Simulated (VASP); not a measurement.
# Ir (Im-3m) in VASP: settings compared

The runs below take Ir through relaxation of cell and atoms, with PBEsol, LDA, PBE, PBE+D3(BJ).

Program: VASP 6.6.1. These are calculated values, not measurements. Logs are shortened: lines on timing, memory, paths and dates and some standing lists are left out, and cuts for length are marked.

### Step 1. Starting point

It takes space group Im-3m (No. 229, cubic). The conventional cell has a = 3.051 Å, b = 3.051 Å, c = 3.051 Å, α = 90.00°, β = 90.00°, γ = 90.00°. Around Ir (site symmetry m-3m) lie 8 Ir at 2.64 Å.

This isn't the form of Ir at room conditions, which is fcc.

### Step 2. Relaxation of cell and atoms, PBEsol

Input file INCAR:

```
SYSTEM = Ir
PREC     = Accurate       ! precision mode
ENCUT    = 600            ! plane-wave cutoff, eV
EDIFF    = 1E-7           ! SCF threshold, eV
ISMEAR   = 0              ! smearing method
SIGMA    = 0.1            ! smearing width, eV
LREAL    = .False.        ! projectors in reciprocal space
LASPH    = .True.         ! aspherical terms in the spheres
NELM     = 100            ! most SCF steps
ALGO     = Normal         ! electronic algorithm
ISIF     = 3              ! what is computed and relaxed
LWAVE    = .False.        ! write WAVECAR
LCHARG   = .False.        ! write CHGCAR
GGA      = PS             ! functional
IBRION   = 2              ! ionic algorithm
NSW      = 90             ! ionic steps
EDIFFG   = -0.005         ! ionic threshold
```

Input file KPOINTS:

```
regular mesh
0
Gamma
  20 20 20
  0 0 0
```

Input file POSCAR:

```
Ir
1.0
   -1.5254903000      1.5254903000      1.5254903000
    1.5254903000     -1.5254903000      1.5254903000
    1.5254903000      1.5254903000     -1.5254903000
Ir
1
Direct
    0.0000000000      0.0000000000      0.0000000000
```

Potentials or basis: VASP PAW PBE potentials, release 64 (Ir).

Started as:

```bash
> cat potpaw_PBE.64/Ir/POTCAR > POTCAR
> mpirun -np 1 vasp_std > vasp.out
```

OUTCAR:

```text
SYSTEM = Ir
   PREC = Accurate
   ENCUT = 600
   EDIFF = 1E-7
   ISMEAR = 0
   LREAL = .False.
   LASPH = .True.
   NELM = 100
   ISIF = 3
   GGA = PS
   IBRION = 2
   NSW = 90
   EDIFFG = -0.005

 ion  position               nearest neighbor table
   1  0.000  0.000  0.000-

  LATTYP: Found a body centered cubic cell.
 ALAT       =     3.0509806000

  Lattice vectors:

 A1 = (  -1.5254903000,   1.5254903000,   1.5254903000)
 A2 = (   1.5254903000,  -1.5254903000,   1.5254903000)
 A3 = (   1.5254903000,   1.5254903000,  -1.5254903000)

Analysis of symmetry for initial positions (statically):
=====================================================================
 Subroutine PRICEL returns:
 Original cell was already a primitive cell.

 Routine SETGRP: Setting up the symmetry group for a
 body centered cubic supercell.

 Subroutine GETGRP returns: Found 48 space group operations
 (whereof 48 operations were pure point group operations)
 out of a pool of 48 trial point group operations.

The static configuration has the point symmetry O_h .

Analysis of symmetry for dynamics (positions and initial velocities):
=====================================================================
 Subroutine PRICEL returns:
 Original cell was already a primitive cell.

 Routine SETGRP: Setting up the symmetry group for a
 body centered cubic supercell.

 Subroutine GETGRP returns: Found 48 space group operations
 (whereof 48 operations were pure point group operations)
 out of a pool of 48 trial point group operations.

The dynamic configuration has the point symmetry O_h .

 Subroutine INISYM returns: Found 48 space group operations
 (whereof 48 operations are pure point group operations),
 and found     1 'primitive' translations

----------------------------------------------------------------------------------------

                                     Primitive cell

  volume of cell :      14.2000

  direct lattice vectors                    reciprocal lattice vectors
    -1.525490300  1.525490300  1.525490300     0.000000000  0.327763474  0.327763474
     1.525490300 -1.525490300  1.525490300     0.327763474  0.000000000  0.327763474
     1.525490300  1.525490300 -1.525490300     0.327763474  0.327763474  0.000000000

  length of vectors
     2.642226706  2.642226706  2.642226706     0.463527550  0.463527550  0.463527550

  position of ions in fractional coordinates (direct lattice)
     0.000000000  0.000000000  0.000000000

  ion indices of the primitive-cell ions
   primitive index   ion index
                 1           1

----------------------------------------------------------------------------------------

 KPOINTS: regular mesh

Automatic generation of k-mesh.
 Grid dimensions read from file:
 generate k-points for:   20   20   20

 Generating k-lattice:

  Cartesian coordinates                     Fractional coordinates (reciprocal lattice)
     0.000000000  0.016388174  0.016388174     0.050000000  0.000000000  0.000000000
     0.016388174  0.000000000  0.016388174     0.000000000  0.050000000  0.000000000
     0.016388174  0.016388174  0.000000000     0.000000000  0.000000000  0.050000000

  Length of vectors
     0.023176377  0.023176377  0.023176377

  Shift w.r.t. Gamma in fractional coordinates (k-lattice)
     0.000000000  0.000000000  0.000000000

 Subroutine IBZKPT returns following result:
 ===========================================

 Found    256 irreducible k-points:

 Following reciprocal coordinates:
            Coordinates               Weight
  0.000000  0.000000  0.000000      1.000000
  0.050000  0.000000  0.000000     12.000000
  0.100000  0.000000  0.000000     12.000000
  0.150000  0.000000  0.000000     12.000000
  0.200000  0.000000  0.000000     12.000000
  0.250000  0.000000  0.000000     12.000000
[... 16 lines left out ...]
  0.200000  0.100000  0.000000     48.000000
  0.250000  0.100000  0.000000     48.000000
 [... further k-points ...]
   k-points           NKPTS =    256   k-points in BZ     NKDIM =    256   number of bands    NBANDS=      8
   number of dos      NEDOS =    301   number of ions     NIONS =      1
   total plane-waves  NPLWV =  13824
   dimension x,y,z NGX =    24 NGY =   24 NGZ =   24
   dimension x,y,z NGXF=    48 NGYF=   48 NGZF=   48
   ions per type =               1
   NGX,Y,Z   is equivalent  to a cutoff of  15.10, 15.10, 15.10 a.u.
   NGXF,Y,Z  is equivalent  to a cutoff of  30.20, 30.20, 30.20 a.u.
 SYSTEM =  Ir
   PREC   = accura    normal or accurate (medium, high low for compatibility)
   ISTART =      0    job   : 0-new  1-cont  2-samecut
   ICHARG =      2    charge: 1-file 2-atom 10-const
   ISPIN  =      1    spin polarized calculation?
   LNONCOLLINEAR =      F non collinear calculations
   LSORBIT =      F    spin-orbit coupling
   LASPH  =      T    aspherical Exc in radial PAW
   ENCUT  =  600.0 eV  44.10 Ry    6.64 a.u.   5.28  5.28  5.28*2*pi/ulx,y,z
   NELM   =    100;   NELMIN=  2; NELMDL= -5     # of ELM steps
   EDIFF  = 0.1E-06   stopping-criterion for ELM
   LREAL  =      F    real-space projection
   EDIFFG = -.5E-02   stopping-criterion for IOM
   NSW    =     90    number of steps for IOM
   IBRION =      2    ionic relax: 0-MD 1-quasi-New 2-CG
   NFREE  =      1    steps in history (QN), initial steepest desc. (CG)
   ISIF   =      3    stress and relaxation
   ISYM   =      2    0-nonsym 1-usesym 2-fastsym
   POTIM  = 0.5000    time-step for ionic-motion
   TEBEG  =    0.0;   TEEND  =   0.0 temperature during run
   PSTRESS=    0.0 pullay stress
   NELECT =       9.0000    total number of electrons
   NUPDOWN=      -1.0000    fix difference up-down
   EMIN   =  10.00;   EMAX   =-10.00  energy-range for DOS
   EFERMI =   0.00;   METHOD = LEGACY
   ISMEAR =     0;   SIGMA  =   0.10  broadening in eV -4-tet -1-fermi 0-gaus
   EFERMI_NEDOS =   21; number of points for ismear=-14 and -15
   IALGO  =     38    algorithm
   IMIX   =      4    mixing-type and parameters
     AMIX     =   0.40;   BMIX     =  1.00
     AMIX_MAG =   1.60;   BMIX_MAG =  1.00
  volume/ion in A,a.u.               =      14.20        95.83
  Fermi-wavevector in a.u.,A,eV,Ry     =   1.406240  2.657409 26.905683  1.977512
  Thomas-Fermi vector in A             =   2.528621
   LORBIT       =      0    0 simple, 1 ext, 2 COOP (PROOUT), +10 PAW based schemes
   GGA     = PS    functional components
   LHFCALC =     F    Hartree Fock is set to
   AEXX    =    0.0000 exact exchange contribution
   IVDW    =     0    specifies the selected vdW correction
   LEPSILON=     F    determine dielectric tensor
   LRPA    =     F    only Hartree local field effects (RPA)
 conjugate gradient relaxation of ions
 non-spin polarized calculation
 Gauss-broadening in eV      SIGMA  =   0.10
  energy-cutoff  :      600.00
  volume of cell :       14.20
 maximum number of plane-waves:       490
 NGX is ok and might be reduce to    24
   NGX = 11   NGY = 11   NGZ = 11

--------------------------------------- Ionic step        1  -------------------------------------------

 number of electron       9.0000000 magnetization

 Free energy of the ion-electron system (eV)
  ---------------------------------------------------
  ext. energy  EPLUGINS =         0.00000000
  ---------------------------------------------------
  free energy    TOTEN  =        -9.13736880 eV

  energy without entropy =       -9.12272310  energy(sigma->0) =       -9.13004595

------------------------ aborting loop because EDIFF is reached ----------------------------------------

  FORCE on cell =-STRESS in cart. coord.  units (eV):
  Direction    XX          YY          ZZ          XY          YZ          ZX
  --------------------------------------------------------------------------------------
  -------------------------------------------------------------------------------------
  Total        0.9018755      0.9018755      0.9018755     -0.0000000      0.0000000      0.0000000
  in kB      101.7580578    101.7580578    101.7580578     -0.0000000      0.0000000      0.0000000
  external PRESSURE =     101.7580578 kB  Pullay stress =       0.0000000 kB
[... 90 lines left out ...]
  energy  without entropy=       -9.1343328907  energy(sigma->0) =       -9.14192603

--------------------------------------- Ionic step        4  -------------------------------------------

 number of electron       9.0000001 magnetization

 Free energy of the ion-electron system (eV)
  ---------------------------------------------------
  ext. energy  EPLUGINS =         0.00000000
  ---------------------------------------------------
  free energy    TOTEN  =        -9.14954479 eV

  energy without entropy =       -9.13438113  energy(sigma->0) =       -9.14196296

 E-fermi :   9.4905     XC(G=0): -13.9018

 val. band max:        9.4864646718   @ k =   0.4000   0.1000   0.1000
 cond. band min:       9.4923612705   @ k =   0.2500   0.2500   0.1000
 fundamental gap:      0.0058965987
 Fermi energy:         9.4904713646

 k-point     1 :       0.0000    0.0000    0.0000
  band No.  band energies     occupation
      1      -1.1371      2.00000
      2       5.8988      2.00000
      3       5.8988      2.00000
      4       5.8988      2.00000
      5       8.9546      2.00000
      6       8.9546      2.00000
      7      26.4075      0.00000
      8      26.4075      0.00000
[... 243 lines left out ...]
 k-point    24 :       0.2500    0.1000    0.0000
  band No.  band energies     occupation
      1       2.0186      2.00000
      2       4.6923      2.00000
      3       5.6532      2.00000
      4       8.3445      2.00000
      5       9.3251      1.98064
      6       9.7255      0.00089
      7      23.0611      0.00000
      8      24.9929      0.00000

 [... further k-points ...]
[... 5 lines left out ...]
  --------------------------------------------------------------------------------------
  -------------------------------------------------------------------------------------
  Total       -0.0021138     -0.0021138     -0.0021138      0.0000000      0.0000000     -0.0000000
  in kB       -0.2320316     -0.2320316     -0.2320316      0.0000000      0.0000000     -0.0000000
  external PRESSURE =      -0.2320316 kB  Pullay stress =       0.0000000 kB
[... 16 lines left out ...]
  FREE ENERGIE OF THE ION-ELECTRON SYSTEM (eV)
  ---------------------------------------------------
  free  energy   TOTEN  =        -9.1495447878 eV

  energy  without entropy=       -9.1343811265  energy(sigma->0) =       -9.14196296

 reached required accuracy - stopping structural energy minimisation
```

It took 1.7 min on 1 thread of AMD EPYC 7R13 (Zen 3), shared host; peak memory 0.15 GiB.

Results:

- Free energy: -9.1495 eV
- Relaxed volume: 14.60 Å³/atom
- Relaxed cell: a = 2.667 Å, b = 2.667 Å, c = 2.667 Å, α = 109.47°, β = 109.47°, γ = 109.47°
- Space group after relaxing (to 0.05 Å): Im-3m (No. 229)
- Energy gained by relaxing: 12.2 meV/atom
- Ionic steps: 4
- Pressure after relaxing: 0.0 GPa
- Band gap on the k mesh: none (metal or under the smearing width)

The path:
| step | energy change (eV) | largest force (eV/Å) | pressure (GPa) | volume (Å³) |
| --- | --- | --- | --- | --- |
| 1 | 0.0000 | 0.0000 | 10.18 | 14.20 |
| 2 | 0.1310 | 0.0000 | -26.87 | 16.14 |
| 3 | -0.0122 | 0.0000 | -0.43 | 14.61 |
| 4 | -0.0122 | 0.0000 | -0.02 | 14.60 |

Final structure:
```yaml
crystal:
  lattice:
    - [-1.53954, 1.53954, 1.53954]
    - [1.53954, -1.53954, 1.53954]
    - [1.53954, 1.53954, -1.53954]
  atoms:
    - { symbol: Ir, position: [0.00000, 0.00000, 0.00000] }
```

Levels at points of the mesh, in eV from the Fermi level:
```
           k point  band 2  band 3  band 4  band 5  band 6  band 7
(0.00, 0.00, 0.00)   -3.59   -3.59   -3.59   -0.54   -0.54   16.92
(0.50, 0.00, 0.00)   -5.42   -0.72   -0.13   -0.04    2.24    7.90
(0.50, 0.50, 0.50)   -7.01    1.53    1.53    1.53    7.85    7.85
```

Caveat: the PAW data sets were made with another functional, which shifts forces and pressure a little.

### Step 3. Relaxation of cell and atoms, LDA

INCAR: that of step 2 with these lines changed.

```diff
@@ -13,3 +13,3 @@
 LCHARG   = .False.        ! write CHGCAR
-GGA      = PS             ! functional
+GGA      = CA             ! functional
 IBRION   = 2              ! ionic algorithm
```

KPOINTS is that of step 2.

POSCAR is that of step 2.

Potentials or basis: VASP PAW LDA potentials, release 64 (Ir).

Started as:

```bash
> cat potpaw_LDA.64/Ir/POTCAR > POTCAR
> mpirun -np 1 vasp_std > vasp.out
```

It took 80 s on 1 thread of AMD EPYC 7R13 (Zen 3), shared host; peak memory 0.15 GiB.

The run converged. Its results:

```yaml
Free_energy: -9.6496 eV
Relaxed_volume: 14.42 Å³/atom
Relaxed_cell: a = 2.656 Å, b = 2.656 Å, c = 2.656 Å, α = 109.47°, β = 109.47°, γ = 109.47°
Space_group_after_relaxing_to_0.05_Å: Im-3m (No. 229)
Energy_gained_by_relaxing: 3.7 meV/atom
Ionic_steps: 4
Pressure_after_relaxing: 0.0 GPa
Band_gap_on_the_k_mesh: none (metal or under the smearing width)
```

Step by step:
```
step  energy change (eV)  largest force (eV/Å)  pressure (GPa)  volume (Å³)
   1              0.0000                0.0000            5.63        14.20
   2              0.0448                0.0000          -17.59        15.25
   3             -0.0037                0.0000           -0.14        14.42
   4             -0.0037                0.0000           -0.01        14.42
```

Final structure:
```
CELL_PARAMETERS angstrom
-1.53317 1.53317 1.53317
1.53317 -1.53317 1.53317
1.53317 1.53317 -1.53317
ATOMIC_POSITIONS crystal
Ir 0.00000 0.00000 0.00000
```

Levels at points of the mesh, in eV from the Fermi level:
| k point | band 1 | band 2 | band 3 | band 4 | band 5 | band 6 | band 7 | band 8 |
| --- | --- | --- | --- | --- | --- | --- | --- | --- |
| (0.00, 0.00, 0.00) | -10.68 | -3.67 | -3.67 | -3.67 | -0.55 | -0.55 | 16.93 | 16.93 |
| (0.50, 0.00, 0.00) | -7.59 | -5.53 | -0.73 | -0.06 | -0.04 | 2.28 | 8.07 | 13.07 |
| (0.50, 0.50, 0.50) | -7.13 | -7.13 | 1.55 | 1.55 | 1.55 | 7.95 | 7.95 | 7.95 |

Spin-orbit coupling is left out, which matters for the levels of Ir.

### Step 4. Relaxation of cell and atoms, PBE

INCAR: that of step 3 with these lines changed.

```diff
@@ -13,3 +13,3 @@
 LCHARG   = .False.        ! write CHGCAR
-GGA      = CA             ! functional
+GGA      = PE             ! functional
 IBRION   = 2              ! ionic algorithm
```

KPOINTS is that of step 3.

POSCAR is that of step 3.

Potentials or basis: VASP PAW PBE potentials, release 64 (Ir).

Started as:

```bash
> cat potpaw_PBE.64/Ir/POTCAR > POTCAR
> mpirun -np 1 vasp_std > vasp.out
```

Run time: 2.9 min. Hardware: 1 thread of AMD EPYC 7R13 (Zen 3), shared host; peak memory 0.15 GiB.

The run converged. Its results:

```yaml
Free_energy: -8.2220 eV
Relaxed_volume: 15.07 Å³/atom
Relaxed_cell: a = 2.695 Å, b = 2.695 Å, c = 2.695 Å, α = 109.47°, β = 109.47°, γ = 109.47°
Space_group_after_relaxing_to_0.05_Å: Im-3m (No. 229)
Energy_gained_by_relaxing: 54.7 meV/atom
Ionic_steps: 17
Pressure_after_relaxing: 0.0 GPa
Band_gap_on_the_k_mesh: none (metal or under the smearing width)
```

Step by step:
```csv
step,energy change (eV),largest force (eV/Å),pressure (GPa),volume (Å³)
1,0.0000,0.0000,21.41,14.20
2,0.4303,0.0000,-36.92,18.47
3,-0.0542,0.0000,-1.68,15.15
4,-0.0547,0.0000,-0.18,15.08
5,-0.0547,0.0000,0.20,15.06
6,-0.0547,0.0000,0.20,15.06
7,-0.0547,0.0000,0.17,15.06
8,-0.0547,0.0000,0.17,15.06
9,-0.0547,0.0000,0.17,15.06
10,-0.0547,0.0000,0.17,15.06
11,-0.0547,0.0000,0.17,15.06
12,-0.0547,0.0000,0.17,15.06
13,-0.0547,0.0000,0.17,15.06
14,-0.0547,0.0000,0.15,15.06
15,-0.0547,0.0000,0.12,15.07
16,-0.0547,0.0000,0.08,15.07
17,-0.0547,0.0000,-0.03,15.07
```

Final structure:
```cif
data_structure
_symmetry_space_group_name_H-M 'P 1'
_symmetry_Int_Tables_number 1
_cell_length_a 2.6953
_cell_length_b 2.6953
_cell_length_c 2.6953
_cell_angle_alpha 109.471
_cell_angle_beta 109.471
_cell_angle_gamma 109.471
_cell_volume 15.07
loop_
_atom_site_label
_atom_site_type_symbol
_atom_site_fract_x
_atom_site_fract_y
_atom_site_fract_z
_atom_site_occupancy
Ir1 Ir 0.00000 0.00000 0.00000 1
```

Levels at points of the mesh, in eV from the Fermi level:
| k point | band 1 | band 2 | band 3 | band 4 | band 5 | band 6 | band 7 | band 8 |
| --- | --- | --- | --- | --- | --- | --- | --- | --- |
| (0.00, 0.00, 0.00) | -10.22 | -3.40 | -3.40 | -3.40 | -0.50 | -0.50 | 16.93 | 16.93 |
| (0.50, 0.00, 0.00) | -7.12 | -5.13 | -0.68 | -0.04 | 0.00 | 2.12 | 7.59 | 13.04 |
| (0.50, 0.50, 0.50) | -6.64 | -6.64 | 1.45 | 1.45 | 1.45 | 7.80 | 7.80 | 7.80 |

The run has no spin-orbit coupling, so splittings on Ir are missing.

### Step 5. Relaxation of cell and atoms, PBE+D3(BJ)

INCAR: that of step 4 with these lines changed.

```diff
@@ -14,2 +14,3 @@
 GGA      = PE             ! functional
+IVDW     = 12             ! dispersion correction
 IBRION   = 2              ! ionic algorithm
```

KPOINTS is that of step 4.

POSCAR is that of step 4.

Started as:

```bash
> cat potpaw_PBE.64/Ir/POTCAR > POTCAR
> mpirun -np 1 vasp_std > vasp.out
```

Run time: 88 s. Hardware: 1 thread of AMD EPYC 7R13 (Zen 3), shared host; peak memory 0.16 GiB.

Results (log left out):

| Item | Value |
| --- | --- |
| Free energy | -8.9186 eV |
| Relaxed volume | 14.71 Å³/atom |
| Relaxed cell | a = 2.673 Å, b = 2.673 Å, c = 2.673 Å, α = 109.47°, β = 109.47°, γ = 109.47° |
| Space group after relaxing (to 0.05 Å) | Im-3m (No. 229) |
| Energy gained by relaxing | 19.5 meV/atom |
| Ionic steps | 4 |
| Pressure after relaxing | 0.0 GPa |
| Band gap on the k mesh | none (metal or under the smearing width) |
| Dispersion energy per atom | -0.705 eV |

The path:
```csv
step,energy change (eV),largest force (eV/Å),pressure (GPa),volume (Å³)
1,0.0000,0.0000,12.78,14.20
2,0.1891,0.0000,-30.12,16.66
3,-0.0194,0.0000,-0.65,14.74
4,-0.0195,0.0000,-0.04,14.71
```

Final structure:
```
Ir
1.0
    -1.54350    1.54350    1.54350
     1.54350   -1.54350    1.54350
     1.54350    1.54350   -1.54350
Ir
1
Direct
  0.00000 0.00000 0.00000
```

Levels at points of the mesh, in eV from the Fermi level:
| k point | band 2 | band 3 | band 4 | band 5 | band 6 | band 7 |
| --- | --- | --- | --- | --- | --- | --- |
| (0.00, 0.00, 0.00) | -3.53 | -3.53 | -3.53 | -0.53 | -0.53 | 16.94 |
| (0.50, 0.00, 0.00) | -5.32 | -0.70 | -0.05 | -0.04 | 2.21 | 7.86 |
| (0.50, 0.50, 0.50) | -6.90 | 1.51 | 1.51 | 1.51 | 7.88 | 7.88 |

Caveat: pairwise dispersion overbinds metals, which lowers pressure and volume.

(Continued in part 2 of 2.)
